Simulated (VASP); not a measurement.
# Si3N4 (P6_3/m) in VASP: settings compared

Aim: see how the results for Si3N4 move with the level of theory and the settings. Levels: PBE+D3(BJ), LDA. Tasks: relaxation of cell and atoms.

Program: VASP 6.6.1. These are calculated values, not measurements. Logs are shortened: lines on timing, memory, paths and dates and some standing lists are left out, and cuts for length are marked.

## 1. Starting point

It takes space group P6_3/m (No. 176, hexagonal). Conventional cell: a = 7.604 Å, b = 7.604 Å, c = 2.906 Å, α = 90.00°, β = 90.00°, γ = 120.00°. Si (site symmetry m) is surrounded by 4 N at 1.73 to 1.74 Å. N (site symmetry m) has 3 Si at 1.74 Å as nearest neighbours. Around N (site symmetry -6) lie 3 Si at 1.73 Å.

## 2. Relaxation of cell and atoms, PBE+D3(BJ)

INCAR reads:

```
PREC     = Accurate       # precision mode
ENCUT    = 600            # plane-wave cutoff, eV
EDIFF    = 1E-6           # SCF threshold, eV
ISMEAR   = 0              # smearing method
SIGMA    = 0.03           # smearing width, eV
LREAL    = F              # projectors in reciprocal space
LASPH    = T              # aspherical terms in the spheres
NELM     = 80             # most SCF steps
ALGO     = Normal         # electronic algorithm
ISIF     = 3              # what is computed and relaxed
LWAVE    = F              # write WAVECAR
LCHARG   = F              # write CHGCAR
GGA      = PE             # functional
IVDW     = 12             # dispersion correction
IBRION   = 2              # ionic algorithm
NSW      = 90             # ionic steps
EDIFFG   = -0.01          # ionic threshold
KPAR     = 4
```

KPOINTS reads:

```
regular mesh
0
Gamma
  6 6 9
```

POSCAR reads:

```
Si3N4
1.0
    7.6044000000      0.0000000000      0.0000000000
   -3.8022000000      6.5856035805      0.0000000000
    0.0000000000      0.0000000000      2.9063000000
Si N
6 8
Direct
    0.7684770000      0.1745570000      0.2500000000
    0.5939200000      0.7684770000      0.7500000000
    0.8254430000      0.5939200000      0.2500000000
    0.2315230000      0.8254430000      0.7500000000
    0.4060800000      0.2315230000      0.2500000000
    0.1745570000      0.4060800000      0.7500000000
    0.0305000000      0.3302400000      0.2500000000
    0.7002600000      0.0305000000      0.7500000000
    0.6697600000      0.7002600000      0.2500000000
    0.9695000000      0.6697600000      0.7500000000
    0.2997400000      0.9695000000      0.2500000000
    0.3302400000      0.2997400000      0.7500000000
    0.6666666667      0.3333333333      0.2500000000
    0.3333333333      0.6666666667      0.7500000000
```

Potentials or basis: VASP PAW PBE potentials, release 64 (Si, N).

Command:

```
$ cat potpaw_PBE.64/Si/POTCAR potpaw_PBE.64/N/POTCAR > POTCAR
$ mpirun -np 4 vasp_std > vasp.out
```

OUTCAR:

```text
PREC = Accurate
   ENCUT = 600
   EDIFF = 1E-6
   ISMEAR = 0
   LREAL = F
   LASPH = T
   NELM = 80
   ISIF = 3
   GGA = PE
   IVDW = 12
   IBRION = 2
   NSW = 90
   EDIFFG = -0.01
 IVDW          = 12

 ion  position               nearest neighbor table
   1  0.768  0.175  0.250-  13 1.73   8 1.74   8 1.74   7 1.74   3 3.00   5 3.00   2 3.05   2 3.05
                             6 3.05   6 3.05
   2  0.594  0.768  0.750-  14 1.73   9 1.74   9 1.74   8 1.74   6 3.00   4 3.00   1 3.05   1 3.05
                             3 3.05   3 3.05
   3  0.825  0.594  0.250-  13 1.73  10 1.74  10 1.74   9 1.74   1 3.00   5 3.00   4 3.05   4 3.05
                             2 3.05   2 3.05
   4  0.232  0.825  0.750-  14 1.73  11 1.74  11 1.74  10 1.74   6 3.00   2 3.00   5 3.05   5 3.05
                             3 3.05   3 3.05
   5  0.406  0.232  0.250-  13 1.73  12 1.74  12 1.74  11 1.74   3 3.00   1 3.00   4 3.05   4 3.05
                             6 3.05   6 3.05
   6  0.175  0.406  0.750-  14 1.73   7 1.74   7 1.74  12 1.74   4 3.00   2 3.00   1 3.05   1 3.05
                             5 3.05   5 3.05
   7  0.031  0.330  0.250-   6 1.74   6 1.74   1 1.74
   8  0.700  0.031  0.750-   1 1.74   1 1.74   2 1.74
   9  0.670  0.700  0.250-   2 1.74   2 1.74   3 1.74
  10  0.969  0.670  0.750-   3 1.74   3 1.74   4 1.74
  11  0.300  0.969  0.250-   4 1.74   4 1.74   5 1.74
  12  0.330  0.300  0.750-   5 1.74   5 1.74   6 1.74
  13  0.667  0.333  0.250-   1 1.73   3 1.73   5 1.73
  14  0.333  0.667  0.750-   4 1.73   6 1.73   2 1.73

  LATTYP: Found a hexagonal cell.
 ALAT       =     7.6044000000
 C/A-ratio  =     0.3821866288

  Lattice vectors:

 A1 = (   7.6044000000,   0.0000000000,   0.0000000000)
 A2 = (  -3.8022000000,   6.5856035805,   0.0000000000)
 A3 = (   0.0000000000,   0.0000000000,   2.9063000000)

Analysis of symmetry for initial positions (statically):
=====================================================================
 Subroutine PRICEL returns:
 Original cell was already a primitive cell.

 Routine SETGRP: Setting up the symmetry group for a
 hexagonal supercell.

 Subroutine GETGRP returns: Found 12 space group operations
 (whereof  6 operations were pure point group operations)
 out of a pool of 24 trial point group operations.

The static configuration has the point symmetry S_6 .
 The point group associated with its full space group is C_6h.

Analysis of symmetry for dynamics (positions and initial velocities):
=====================================================================
 Subroutine PRICEL returns:
 Original cell was already a primitive cell.

 Routine SETGRP: Setting up the symmetry group for a
 hexagonal supercell.

 Subroutine GETGRP returns: Found 12 space group operations
 (whereof  6 operations were pure point group operations)
 out of a pool of 24 trial point group operations.

The dynamic configuration has the point symmetry S_6 .
 The point group associated with its full space group is C_6h.

 Subroutine INISYM returns: Found 12 space group operations
 (whereof  6 operations are pure point group operations),
 and found     1 'primitive' translations

----------------------------------------------------------------------------------------

                                     Primitive cell

  volume of cell :     145.5462

  direct lattice vectors                    reciprocal lattice vectors
     7.604400000  0.000000000  0.000000000     0.131502814  0.075923185  0.000000000
    -3.802200000  6.585603580  0.000000000     0.000000000  0.151846370  0.000000000
     0.000000000  0.000000000  2.906300000     0.000000000  0.000000000  0.344080102

  length of vectors
     7.604400000  7.604400000  2.906300000     0.151846370  0.151846370  0.344080102

  position of ions in fractional coordinates (direct lattice)
     0.768477000  0.174557000  0.250000000
     0.593920000  0.768477000  0.750000000
     0.825443000  0.593920000  0.250000000
     0.231523000  0.825443000  0.750000000
     0.406080000  0.231523000  0.250000000
     0.174557000  0.406080000  0.750000000
     0.030500000  0.330240000  0.250000000
     0.700260000  0.030500000  0.750000000
     0.669760000  0.700260000  0.250000000
     0.969500000  0.669760000  0.750000000
     0.299740000  0.969500000  0.250000000
     0.330240000  0.299740000  0.750000000
     0.666666667  0.333333333  0.250000000
     0.333333333  0.666666667  0.750000000

  ion indices of the primitive-cell ions
   primitive index   ion index
                 1           1
                 2           2
                 3           3
                 4           4
                 5           5
                 6           6
                 7           7
                 8           8
                 9           9
                10          10
                11          11
                12          12
                13          13
                14          14

----------------------------------------------------------------------------------------

 KPOINTS: regular mesh

Automatic generation of k-mesh.
 Grid dimensions read from file:
 generate k-points for:    6    6    9

 Generating k-lattice:

  Cartesian coordinates                     Fractional coordinates (reciprocal lattice)
     0.021917136  0.012653864  0.000000000     0.166666667  0.000000000  0.000000000
     0.000000000  0.025307728  0.000000000     0.000000000  0.166666667  0.000000000
     0.000000000  0.000000000  0.038231122     0.000000000  0.000000000  0.111111111

  Length of vectors
     0.025307728  0.025307728  0.038231122

  Shift w.r.t. Gamma in fractional coordinates (k-lattice)
     0.000000000  0.000000000  0.000000000

 Subroutine IBZKPT returns following result:
 ===========================================

 Found     40 irreducible k-points:

 Following reciprocal coordinates:
            Coordinates               Weight
  0.000000  0.000000  0.000000      1.000000
  0.166667  0.000000  0.000000      6.000000
  0.333333 -0.000000  0.000000      6.000000
  0.500000  0.000000  0.000000      3.000000
  0.166667  0.166667  0.000000      6.000000
  0.333333  0.166667  0.000000      6.000000
[... 16 lines left out ...]
 -0.333333  0.500000 -0.222222     12.000000
  0.333333  0.333333  0.222222      4.000000
 [... further k-points ...]
   k-points           NKPTS =     40   k-points in BZ     NKDIM =     40   number of bands    NBANDS=     40
   number of dos      NEDOS =    301   number of ions     NIONS =     14
   total plane-waves  NPLWV =  98304
   dimension x,y,z NGX =    64 NGY =   64 NGZ =   24
   dimension x,y,z NGXF=   128 NGYF=  128 NGZF=   48
   ions per type =               6   8
   NGX,Y,Z   is equivalent  to a cutoff of  13.99, 13.99, 13.73 a.u.
   NGXF,Y,Z  is equivalent  to a cutoff of  27.98, 27.98, 27.46 a.u.
 SYSTEM =  unknown system
   PREC   = accura    normal or accurate (medium, high low for compatibility)
   ISTART =      0    job   : 0-new  1-cont  2-samecut
   ICHARG =      2    charge: 1-file 2-atom 10-const
   ISPIN  =      1    spin polarized calculation?
   LNONCOLLINEAR =      F non collinear calculations
   LSORBIT =      F    spin-orbit coupling
   LASPH  =      T    aspherical Exc in radial PAW
   ENCUT  =  600.0 eV  44.10 Ry    6.64 a.u.  15.19 15.19  5.80*2*pi/ulx,y,z
   NELM   =     80;   NELMIN=  2; NELMDL= -5     # of ELM steps
   EDIFF  = 0.1E-05   stopping-criterion for ELM
   LREAL  =      F    real-space projection
   EDIFFG = -.1E-01   stopping-criterion for IOM
   NSW    =     90    number of steps for IOM
   IBRION =      2    ionic relax: 0-MD 1-quasi-New 2-CG
   NFREE  =      1    steps in history (QN), initial steepest desc. (CG)
   ISIF   =      3    stress and relaxation
   ISYM   =      2    0-nonsym 1-usesym 2-fastsym
   POTIM  = 0.5000    time-step for ionic-motion
   TEBEG  =    0.0;   TEEND  =   0.0 temperature during run
   PSTRESS=    0.0 pullay stress
   NELECT =      64.0000    total number of electrons
   NUPDOWN=      -1.0000    fix difference up-down
   EMIN   =  10.00;   EMAX   =-10.00  energy-range for DOS
   EFERMI =   0.00;   METHOD = LEGACY
   ISMEAR =     0;   SIGMA  =   0.03  broadening in eV -4-tet -1-fermi 0-gaus
   EFERMI_NEDOS =   21; number of points for ismear=-14 and -15
   IALGO  =     38    algorithm
   IMIX   =      4    mixing-type and parameters
     AMIX     =   0.40;   BMIX     =  1.00
     AMIX_MAG =   1.60;   BMIX_MAG =  1.00
  volume/ion in A,a.u.               =      10.40        70.16
  Fermi-wavevector in a.u.,A,eV,Ry     =   1.244900  2.352520 21.085986  1.549776
  Thomas-Fermi vector in A             =   2.379146
   LORBIT       =      0    0 simple, 1 ext, 2 COOP (PROOUT), +10 PAW based schemes
   GGA     = PE    functional components
   LHFCALC =     F    Hartree Fock is set to
   AEXX    =    0.0000 exact exchange contribution
   IVDW    =    12    specifies the selected vdW correction
   LEPSILON=     F    determine dielectric tensor
   LRPA    =     F    only Hartree local field effects (RPA)
 conjugate gradient relaxation of ions
 non-spin polarized calculation
 Gauss-broadening in eV      SIGMA  =   0.03
  energy-cutoff  :      600.00
  volume of cell :      145.55
 maximum number of plane-waves:      4887
 NGX is ok and might be reduce to    64
   NGX = 31   NGY = 31   NGZ = 11

--------------------------------------- Ionic step        1  -------------------------------------------

 number of electron      63.9999994 magnetization

 Free energy of the ion-electron system (eV)
  ---------------------------------------------------
  ext. energy  EPLUGINS =         0.00000000
  ---------------------------------------------------
  free energy    TOTEN  =      -114.50246242 eV

  energy without entropy =     -114.50246242  energy(sigma->0) =     -114.50246242

------------------------ aborting loop because EDIFF is reached ----------------------------------------

 Edisp (eV)   -3.60136

 E8    (eV) :    -1.2821
[... 355 lines left out ...]
--------------------------------------- Ionic step        8  -------------------------------------------

 number of electron      63.9999994 magnetization

 Free energy of the ion-electron system (eV)
  ---------------------------------------------------
  ext. energy  EPLUGINS =         0.00000000
  ---------------------------------------------------
  free energy    TOTEN  =      -114.52041793 eV

  energy without entropy =     -114.52041793  energy(sigma->0) =     -114.52041793

 E-fermi :   6.8846     XC(G=0): -10.7902

 val. band max:        6.7040334143   @ k =   0.0000   0.0000   0.2222
 cond. band min:      11.0456862503   @ k =   0.0000   0.0000   0.0000
 fundamental gap:      4.3416528359
 Fermi energy:         6.8845964781

 k-point     1 :       0.0000    0.0000    0.0000
  band No.  band energies     occupation
      1     -11.4700      2.00000
      2     -10.0137      2.00000
      3     -10.0137      2.00000
      4      -9.3796      2.00000
      5      -9.2447      2.00000
      6      -9.2447      2.00000
[... 1021 lines left out ...]
     39      14.1115      0.00000
     40      14.4729      0.00000

 [... further k-points ...]

------------------------ aborting loop because EDIFF is reached ----------------------------------------

 Edisp (eV)   -3.58605

 E8    (eV) :    -1.2766
[... 37 lines left out ...]
  FREE ENERGIE OF THE ION-ELECTRON SYSTEM (eV)
  ---------------------------------------------------
  free  energy   TOTEN  =      -118.1064726462 eV

  energy  without entropy=     -118.1064726462  energy(sigma->0) =     -118.10647265

 reached required accuracy - stopping structural energy minimisation
```

Wall time 2.7 min (4 MPI ranks of Intel Xeon 6975P-C (Granite Rapids), shared host); peak memory 0.47 GiB.

What came out:

```yaml
Free_energy: -118.1065 eV
Relaxed_volume: 10.44 Å³/atom
Relaxed_cell: a = 7.616 Å, b = 7.616 Å, c = 2.909 Å, α = 90.00°, β = 90.00°, γ = 120.00°
Space_group_after_relaxing_to_0.05_Å: P6_3/m (No. 176)
Energy_gained_by_relaxing: 0.2 meV/atom
Ionic_steps: 8
Pressure_after_relaxing: 0.0 GPa
Largest_force_after_relaxing: 0.007 eV/Å
Band_gap_on_the_k_mesh: 4.34 eV, indirect (least direct gap 4.52 eV)
Dispersion_energy_per_atom: -0.256 eV
```

Forces on the atoms (eV/Å):
```
Si  -0.006 -0.004  0.000
Si   0.000 -0.007  0.000
Si   0.006 -0.004  0.000
Si   0.006  0.004  0.000
Si   0.000  0.007  0.000
Si  -0.006  0.004  0.000
N   -0.002  0.006  0.000
N   -0.006  0.001  0.000
N   -0.004 -0.005  0.000
N    0.002 -0.006  0.000
N    0.006 -0.001  0.000
N    0.004  0.005  0.000
N    0.000  0.000  0.000
N    0.000  0.000  0.000
```

The path:
| step | energy change (eV) | largest force (eV/Å) | pressure (GPa) | volume (Å³) |
| --- | --- | --- | --- | --- |
| 1 | 0.0000 | 0.0423 | 1.10 | 145.55 |
| 2 | 0.0022 | 0.0799 | -1.47 | 147.05 |
| 3 | -0.0023 | 0.0233 | 0.00 | 146.17 |
| 4 | -0.0024 | 0.0341 | -0.06 | 146.21 |
| 5 | -0.0024 | 0.0227 | -0.03 | 146.20 |
| 6 | -0.0025 | 0.0101 | -0.02 | 146.19 |
| 7 | -0.0026 | 0.0154 | -0.01 | 146.18 |
| 8 | -0.0027 | 0.0073 | 0.02 | 146.15 |

Final structure:
```
Si N
1.0
     7.61631    0.00000    0.00000
    -3.80815    6.59592    0.00000
     0.00000    0.00000    2.90918
Si N
6 8
Direct
  0.76800 0.17421 0.25000
  0.59379 0.76800 0.75000
  0.82579 0.59379 0.25000
  0.23200 0.82579 0.75000
  0.40621 0.23200 0.25000
  0.17421 0.40621 0.75000
  0.02998 0.32989 0.25000
  0.70009 0.02998 0.75000
  0.67011 0.70009 0.25000
  0.97002 0.67011 0.75000
  0.29991 0.97002 0.25000
  0.32989 0.29991 0.75000
  0.66667 0.33333 0.25000
  0.33333 0.66667 0.75000
```

Caveat: an odd mesh through Γ misses points on the zone boundary, where band edges often lie.

## 3. Relaxation of cell and atoms, PBE+D3(BJ)

This run uses another cell than the first one, of 10.44 Å³/atom, 1.004 times its volume.

Edit INCAR of step 2 so:

```diff
@@ -2,3 +2,3 @@
 ENCUT    = 600            # plane-wave cutoff, eV
-EDIFF    = 1E-6           # SCF threshold, eV
+EDIFF    = 1E-7           # SCF threshold, eV
 ISMEAR   = 0              # smearing method
@@ -16,3 +16,3 @@
 NSW      = 90             # ionic steps
-EDIFFG   = -0.01          # ionic threshold
+EDIFFG   = -0.005         # ionic threshold
 KPAR     = 4
```

KPOINTS is that of step 2.

POSCAR reads:

```
Si3N4                                   
1.0
    7.6163068673      0.0000000070     -0.0000000000
   -3.8081534397      6.5959152266     -0.0000000000
   -0.0000000000      0.0000000000      2.9091796117
  Si              N             
     6     8
Direct
     0.7680020370408621    0.1742105841095210    0.2500000000000000
     0.5937914529313412    0.7680020370408621    0.7500000000000000
     0.8257894158904789    0.5937914529313412    0.2500000000000000
     0.2319979629591379    0.8257894158904789    0.7500000000000000
     0.4062085470686589    0.2319979629591379    0.2500000000000000
     0.1742105841095210    0.4062085470686589    0.7500000000000000
     0.0299764848399060    0.3298852785807763    0.2500000000000000
     0.7000912062591296    0.0299764848399060    0.7500000000000000
     0.6701147214192237    0.7000912062591296    0.2500000000000000
     0.9700235151600941    0.6701147214192237    0.7500000000000000
     0.2999087937408704    0.9700235151600941    0.2500000000000000
     0.3298852785807763    0.2999087937408704    0.7500000000000000
     0.6666666667000030    0.3333333332999970    0.2500000000000000
     0.3333333332999970    0.6666666667000030    0.7500000000000000
```

Potentials or basis: VASP PAW PBE potentials, release 64 (Si, N).

Command:

```
$ cat potpaw_PBE.64/Si/POTCAR potpaw_PBE.64/N/POTCAR > POTCAR
$ mpirun -np 4 vasp_std > vasp.out
```

It took 2 min on 4 MPI ranks of Intel Xeon 6975P-C (Granite Rapids), shared host; peak memory 0.46 GiB.

Results (log left out):

| Property | Result |
| --- | --- |
| Free energy | -118.1074 eV |
| Energy gained by relaxing | 0.0 meV/atom |
| Ionic steps | 6 |
| Pressure after relaxing | 0.0 GPa |
| Largest force after relaxing | 0.004 eV/Å |
| Band gap on the k mesh | 4.34 eV, indirect (least direct gap 4.51 eV) |
| Dispersion energy per atom | -0.256 eV |

Forces on the atoms (eV/Å):
```
Si  -0.004 -0.001  0.000
Si  -0.001 -0.004  0.000
Si   0.003 -0.003  0.000
Si   0.004  0.001  0.000
Si   0.001  0.004  0.000
Si  -0.003  0.003  0.000
N    0.000 -0.002  0.000
N    0.002 -0.001  0.000
N    0.002  0.001  0.000
N    0.000  0.002  0.000
N   -0.002  0.001  0.000
N   -0.002 -0.001  0.000
N    0.000  0.000  0.000
N    0.000  0.000  0.000
```

Final structure:
```
Si N
1.0
     7.61532    0.00000    0.00000
    -3.80766    6.59506    0.00000
     0.00000    0.00000    2.90972
Si N
6 8
Direct
  0.76790 0.17413 0.25000
  0.59377 0.76790 0.75000
  0.82587 0.59377 0.25000
  0.23210 0.82587 0.75000
  0.40623 0.23210 0.25000
  0.17413 0.40623 0.75000
  0.02991 0.32996 0.25000
  0.69996 0.02991 0.75000
  0.67004 0.69996 0.25000
  0.97009 0.67004 0.75000
  0.30004 0.97009 0.25000
  0.32996 0.30004 0.75000
  0.66667 0.33333 0.25000
  0.33333 0.66667 0.75000
```

Levels at points of the mesh, in eV from the valence-band top:
| k point | band 28 | band 29 | band 30 | band 31 | band 32 | band 33 | band 34 | band 35 | band 36 | band 37 |
| --- | --- | --- | --- | --- | --- | --- | --- | --- | --- | --- |
| (0.00, 0.00, 0.00) | -1.26 | -1.26 | -0.44 | -0.36 | -0.18 | 4.34 | 4.76 | 4.91 | 4.91 | 5.23 |
| (0.50, 0.00, 0.00) | -1.66 | -1.33 | -0.75 | -0.31 | -0.23 | 4.64 | 4.73 | 4.88 | 5.29 | 5.83 |

Caveat: an odd mesh through Γ misses points on the zone boundary, where band edges often lie.

(Continued in part 2 of 2.)
